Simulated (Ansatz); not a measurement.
# B: before and after

Method: Ansatz 0.2.0, DFT PBEsol, scalar-relativistic, plane waves, PAW. All cells share a 420 eV cutoff and Γ-centred k meshes spaced at most 0.3 Å⁻¹ (0.19 for metals, 2π included).

The start was the lonsdaleite type (P6_3/mmc, No. 194), relaxed within its symmetry, which ended in P6/mmm (No. 191). A cell of 8 atoms (4 times the primitive one) was then disturbed at random, relaxed without symmetry and relaxed once more on a fine mesh. For metals, differences of a few meV/atom aren't resolved.

Before:

```cif
data_structure
_symmetry_space_group_name_H-M 'P6/mmm'
_symmetry_Int_Tables_number 191
_cell_length_a 3.0039
_cell_length_b 3.0039
_cell_length_c 1.9119
_cell_angle_alpha 90.000
_cell_angle_beta 90.000
_cell_angle_gamma 120.000
_cell_volume 14.94
loop_
_atom_site_label
_atom_site_type_symbol
_atom_site_symmetry_multiplicity
_atom_site_Wyckoff_symbol
_atom_site_fract_x
_atom_site_fract_y
_atom_site_fract_z
_atom_site_occupancy
B1 B 2 c 0.33333 0.66667 0.00000 1
```

After:

Space group Cmce (No. 64). a = 1.852 Å, b = 5.856 Å, c = 4.853 Å, α = 90.00°, β = 90.00°, γ = 90.00°
| atom | site | symmetry | x | y | z |
| --- | --- | --- | --- | --- | --- |
| B | 8f | m.. | 0.0000 | 0.3703 | 0.5837 |

**Question.** Is this a distortion of the same structure or a reconstruction, and what lowers the energy?

**Answer.** A reconstruction, from P6/mmm (No. 191) to Cmce (No. 64). Each B has on average 7 B contacts in place of 5, longer on average (1.81 → 1.84 Å).

**Question.** What does it gain?

**Answer.** 426 meV/atom, with the volume going from 7.47 to 6.58 Å³/atom.

This form isn't the element's structure at ambient conditions.